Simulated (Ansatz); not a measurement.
# Dielectric response of NaF (001) films, part 3 of 3

Wanted: ε of rocksalt NaF (001) by finite fields on slabs, and the band edges against the vacuum where run.

Ansatz 0.2.0; plane-wave DFT, PBEsol, Ansatz PAW.

So far, gap on the k-mesh (eV): step 2 (relaxing the film, 6 atoms, units 3) 5.74; step 20 (the relaxed film, single point, 16 atoms, units 8) 5.85; step 21 (single point, 16 atoms, units 8, field 0.1 V/Å) 4.92; step 22 (atoms held, 16 atoms, units 8, field -0.1 V/Å) 4.92; step 24 (relaxing in the field, 16 atoms, units 8, field 0.05 V/Å) 5.69.

## (25) Field on, atoms free, 16 atoms, units 8, field -0.05 V/Å

Input file input.yaml:

```yaml
crystal:
  lattice:
    - [3.2739044, 0.0, 0.0]
    - [0.0, 3.2739044, 0.0]
    - [0.0, 0.0, 34.205]
  atoms:
    - { symbol: Na, position: [0.5, 0.5, 0.263679934] }
    - { symbol: F, position: [0.0, 0.0, 0.2630038917] }
    - { symbol: Na, position: [0.0, 0.0, 0.3307710157] }
    - { symbol: F, position: [0.5, 0.5, 0.330881562] }
    - { symbol: Na, position: [0.5, 0.5, 0.3985107941] }
    - { symbol: F, position: [0.0, 0.0, 0.3984882481] }
    - { symbol: Na, position: [0.0, 0.0, 0.4661633208] }
    - { symbol: F, position: [0.5, 0.5, 0.4661691962] }
    - { symbol: Na, position: [0.5, 0.5, 0.5338366793] }
    - { symbol: F, position: [0.0, 0.0, 0.533830804] }
    - { symbol: Na, position: [0.0, 0.0, 0.6014892059] }
    - { symbol: F, position: [0.5, 0.5, 0.601511752] }
    - { symbol: Na, position: [0.5, 0.5, 0.6692289842] }
    - { symbol: F, position: [0.0, 0.0, 0.6691184378] }
    - { symbol: Na, position: [0.0, 0.0, 0.7363200659] }
    - { symbol: F, position: [0.5, 0.5, 0.7369961082] }
kpoints:
  mp_grid: { grid: [8, 8, 1] }
hamiltonian:
  xc: pbesol
scf:
  occupations: { method: fixed }
  convergence: { dr2_threshold: 1.0e-10 }
efield:
  axis: 3
  dipole_correction: true
  ramp_position: 0.97
  ramp_width: 0.06
  amplitude: -0.05
relax:
  f_tol: 0.0006
  max_steps: 70
output:
  write_potential: true
  write_density: true
  volumetric_format: npy
```

On the command line:

```
ansatz run input.yaml --threads 4 --pin off --max-ram 6144MiB --backend cpu --events-out ev --progress --plain --runs-dir out
```

Elapsed: 29 s, on 4 threads of Arm Neoverse V2, shared host; peak memory 0.96 GiB; 1.9 min of CPU time.

The relaxation took 4 steps and lowered the energy by 5.1e-4 eV; the largest force on the free atoms ends at 7.6e-5 eV/Å.

The dipole is -0.0472 e·Å, and the gap on the mesh 5.693 eV.

## (26) Response with the atoms relaxed, 16 atoms, units 8

This step: plane-wave DFT, PBEsol, Ansatz PAW; response to a field along the normal, atoms relaxed (Ansatz 0.2.0).

Local field over the applied field, running mean. From the potentials at -0.05 and 0.05 V/Å; running mean over 2.315 Å, taken twice. The local field over applied field by z:

```csv
z (Å),local field over applied field
4.5,0.999
5.0,0.997
5.5,0.990
6.0,0.966
6.5,0.898
7.0,0.778
7.5,0.604
8.0,0.405
8.5,0.245
9.0,0.125
9.5,0.0826
10.0,0.101
10.5,0.147
11.0,0.175
11.5,0.203
12.0,0.214
12.5,0.206
13.0,0.195
13.5,0.188
14.0,0.184
14.5,0.183
15.0,0.186
15.5,0.188
16.0,0.189
16.5,0.190
17.0,0.190
17.5,0.190
18.0,0.190
18.5,0.188
19.0,0.187
19.5,0.184
20.0,0.183
20.5,0.186
21.0,0.193
21.5,0.201
22.0,0.212
22.5,0.209
23.0,0.188
23.5,0.160
24.0,0.120
24.5,0.0804
25.0,0.0989
25.5,0.193
26.0,0.329
26.5,0.522
27.0,0.711
27.5,0.860
28.0,0.940
28.5,0.984
29.0,0.995
29.5,0.999
```

The induced dipole is that of a conductor 15.94 Å thick.

## (27) Electronic ε from the series

This step: plane-wave DFT, PBEsol, Ansatz PAW; permittivity from the thickness series, atoms held (Ansatz 0.2.0).

Each added layer adds t(1 − 1/ε) to the dipole term, so the slope against thickness gives ε without a choice of where the film ends.

This step gave:

```yaml
slope: 0.4723
intercept_of_the_fit: 1.392 Å
eps_of_the_interior: 1.895
```

Equivalent conductor thickness against distance between the outer atoms:

```csv
distance between the outer atoms (Å),equivalent conductor thickness (Å)
4.64,3.58
9.27,5.77
16.21,9.05
```

By hand, from the thinnest and the thickest film: slope = (9.050 − 3.584) / (16.213 − 4.640) = 0.472, so ε = 1/(1 − 0.472) = 1.90.

## (28) Static ε from the series

This step: plane-wave DFT, PBEsol, Ansatz PAW; permittivity from the thickness series, atoms relaxed (Ansatz 0.2.0).

The same fit for the relaxed films. The nearer its slope lies to 1, the more ε hangs on small errors.

This step gave:

```yaml
slope: 0.8099
intercept_of_the_fit: 2.803 Å
eps_of_the_interior: 5.260
```

Equivalent conductor thickness against distance between the outer atoms:

```
distance between the outer atoms (Å)  equivalent conductor thickness (Å)
                                4.64                                6.57
                                9.27                                10.3
                               16.21                                15.9
```

By hand, from the thinnest and the thickest film: slope = (15.936 − 6.565) / (16.212 − 4.639) = 0.810, so ε = 1/(1 − 0.810) = 5.26. One nm of such a film has the capacitance of 3.9/5.26 = 0.74 nm of SiO₂ (its equivalent oxide thickness).

## (29) A changed input

This step: plane-wave DFT, PBEsol, Ansatz PAW (Ansatz 0.2.0).

System of this step: NaF (001), 3 units. The cell holds 6 atoms: 3 Na and 3 F. Its edges and angles: a = 3.274 Å, b = 3.274 Å, c = 22.630 Å, α = 90.0°, β = 90.0°, γ = 90.0°. It derives from NaF (rocksalt NaF). Vacuum lies along c.

An input spoilt on purpose, to show how the run answers: it repeats the earlier run at 0.1 V/Å, 3 units with scf.convergence.dr2_threshold from 1e-10 to 0.0, and scf.max_iter set to 100.

Input file input.yaml:

```yaml
crystal:
  lattice:
    - [3.2739044, 0.0, 0.0]
    - [0.0, 3.2739044, 0.0]
    - [0.0, 0.0, 22.63]
  atoms:
    - { symbol: Na, position: [0.5, 0.5, 0.3984720616] }
    - { symbol: F, position: [0.0, 0.0, 0.3974836799] }
    - { symbol: Na, position: [0.0, 0.0, 0.5000000015] }
    - { symbol: F, position: [0.5, 0.5, 0.4999999987] }
    - { symbol: Na, position: [0.5, 0.5, 0.6015279374] }
    - { symbol: F, position: [0.0, 0.0, 0.6025163209] }
kpoints:
  mp_grid: { grid: [8, 8, 1] }
hamiltonian:
  xc: pbesol
scf:
  occupations: { method: fixed }
  convergence: { dr2_threshold: 0.0 }
  max_iter: 100
efield:
  axis: 3
  dipole_correction: true
  ramp_position: 0.97
  ramp_width: 0.06
  amplitude: 0.1
output:
  write_potential: true
  write_density: true
  volumetric_format: npy
```

Elapsed: 0.01 s, on 4 threads; peak memory 0.031 GiB.

The program refused the input before any cycle.

The program's message: “Error: invalid value for `scf.convergence.dr2_threshold`: must be finite and > 0; got 0 eV”

The fault put into the input: a threshold that can't be met.

## (30) The same run with other settings

Another changed input: it repeats the earlier run at 0.1 V/Å, 3 units with crystal.symmetry to detect: false and kpoints.mp_grid.grid from [8, 8, 1] to [10, 10, 1].

input.yaml: that of step 29 with these lines changed.

```diff
@@ -12,4 +12,5 @@
     - { symbol: F, position: [0.0, 0.0, 0.6025163209] }
+  symmetry: { detect: false }
 kpoints:
-  mp_grid: { grid: [8, 8, 1] }
+  mp_grid: { grid: [10, 10, 1] }
 hamiltonian:
@@ -18,4 +19,3 @@
   occupations: { method: fixed }
-  convergence: { dr2_threshold: 0.0 }
-  max_iter: 100
+  convergence: { dr2_threshold: 1.0e-10 }
 efield:
```

Elapsed: 8.8 s, on 4 threads; peak memory 0.72 GiB.

This step gave:

```yaml
gap_on_the_k_mesh: 5.507 eV
dipole_along_the_normal: 0.02123 e·Å
```

```
                     quantity  this run  earlier run  difference
dipole along the normal (e·Å)   0.02123      0.02123     -3.6e-8
       gap on the k-mesh (eV)     5.507        5.507     -5.7e-6
```

Nothing in the table moves by 0.01 in its unit (for the dipole 0.5 % and 5e-5 e·Å).

## (31) Summary of results

```
electronic ε from the thickness series : 1.90
static ε from the thickness series     : 5.26
local electronic ε, middle of 8 units  : 1.89
```

**Reading.** The films give an electronic ε of 1.90 and a static ε of 5.26. The slope of the series and the field inside the thickest film give 1.90 and 1.89, in agreement. Ions raise ε from 1.90 to 5.26. The in-plane lattice constants are held at typed bulk values. Semilocal functionals tend to overestimate the electronic ε a little.

[Logs are printed without paths, hosts, clocks, repeated set-up lines and the standing remarks that a program may print on its own settings, such as how far it seeks lower states.]

[Hosts, paths, dates, database ids (printed as entryN), source tags and the programs' standing remarks are cut or masked in the printed files.]

[Maps of the electrostatic potential energy from Ansatz leave out the sawtooth potential of an applied field or a dipole correction, so their vacuum need not be flat; planar profiles and work functions include it.]
